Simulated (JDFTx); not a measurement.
## GaN in JDFTx: convergence with k mesh

Input of the first run (k mesh 2 × 2 × 2); the others differ in this setting and in those tied to it:

File GaN.in:

```
lattice \
    0.0000000000     4.2584989699     4.2584989699 \
    4.2584989699     0.0000000000     4.2584989699 \
    4.2584989699     4.2584989699     0.0000000000
coords-type Cartesian
ion Ga     0.0000000000     0.0000000000     0.0000000000 1
ion N      2.1292494849     2.1292494849     2.1292494849 1

ion-species pseudo/Ga.upf
ion-species pseudo/N.upf
elec-cutoff 57 456
elec-ex-corr gga-x-rpbe gga-c-pbe
kpoint-folding 2 2 2
elec-smearing Fermi 0.0018374661
elec-n-bands 19
electronic-SCF nIterations 100 energyDiffThreshold 1e-09
electronic-minimize nIterations 30 energyDiffThreshold 1e-7
converge-empty-states yes
forces-output-coords Cartesian

dump-name run.$VAR
dump End Ecomponents EigStats BandEigs Kpoints Forces Stress
```

Potentials or basis: PseudoDojo-SR-PBE-0.5-stringent.

Command:

```bash
$ jdftx -c 1 -i GaN.in -o GaN.out
```

The cell is a database's computed one.

Hardware: 1 thread of Arm Neoverse V2 (shared host).

| k mesh | energy less the tightest run, at zero smearing (meV/atom) | pressure (GPa) | gap on the mesh (eV) | SCF cycles | CPU time (s) | peak memory (GiB) |
| --- | --- | --- | --- | --- | --- | --- |
| 2 × 2 × 2 | 831.14 | 12.05 | 1.681 | 12 | 14 | 0.11 |
| 3 × 3 × 3 | 140.41 | 8.79 | 1.809 | 12 | 17 | 0.11 |
| 4 × 4 × 4 | 29.63 | 8.37 | 1.847 | 12 | 31 | 0.11 |
| 5 × 5 × 5 | 7.31 | 8.36 | 1.858 | 12 | 37 | 0.11 |
| 6 × 6 × 6 | 2.04 | 8.39 | 1.861 | 12 | 57 | 0.12 |
| 8 × 8 × 8 | 0.21 | 8.42 | 1.862 | 12 | 100 | 0.13 |
| 10 × 10 × 10 | 0.03 | 8.42 | 1.862 | 12 | 160 | 0.15 |
| 12 × 12 × 12 | 0.00 | 8.43 | 1.862 | 12 | 240 | 0.2 |

Against the tightest run, the energy stays within 1 meV/atom from 8 × 8 × 8 on; the pressure stays within 0.1 GPa from 4 × 4 × 4 on; the gap on the mesh stays within 0.01 eV from 5 × 5 × 5 on. Meshes of other sizes hit other points, so gaps and Fermi surfaces needn't settle smoothly. The tightest run that finished is the yardstick and may itself not be fully converged.

Caveat, for the tightest run too: the empty levels aren't tightly converged; the potentials were made for another functional, which shifts forces and pressure.
